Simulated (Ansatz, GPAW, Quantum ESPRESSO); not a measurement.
Ge: programs and potentials compared

```
Ge
1.0
    -2.57449    2.57449    1.39741
     2.57449   -2.57449    1.39741
     2.57449    2.57449   -1.39741
Ge
2
Direct
  0.50000 0.50000 0.00000
  0.25000 0.75000 0.50000
```

This isn't the form of Ge at room conditions, which is diamond.

Alike in all runs: task band structure; functional PBEsol; k mesh 11 × 11 × 11; occupations fermi-dirac, width 0.05 eV; no spin polarisation; no spin-orbit coupling. Pressure is positive in compression and, in plane waves, holds the error of the finite cutoff, which Ansatz's Pulay term estimates and takes out.

```csv
program and potentials,plane-wave cutoff (eV),notes,pressure (GPa)
"Ansatz, Ansatz PAW",420,"potentials made for PBE, which Ansatz adapts in part; 14 valence electrons an atom on average; Pulay term of +0.03 GPa included",-0.61
"Quantum ESPRESSO, PseudoDojo 0.4.1 SR PBEsol standard",1061,14 valence electrons an atom on average,-0.60
"GPAW, PAW data sets generated for this functional",600,4 valence electrons an atom on average,?
"Ansatz, all-electron LAPW, scalar-relativistic",-,-,-0.57
"Quantum ESPRESSO, GBRV 1.5 PBEsol",612,14 valence electrons an atom on average,-0.84
"Quantum ESPRESSO, PseudoDojo 0.4 SR PBEsol stringent",1687,22 valence electrons an atom on average,-0.41
```

Problem. Estimate from the other rows what the run with GPAW, PAW data sets generated for this functional gave.

Solution. Pressure -0.71 GPa. The other rows, which needn't bracket it: pressure -0.84 to -0.41.
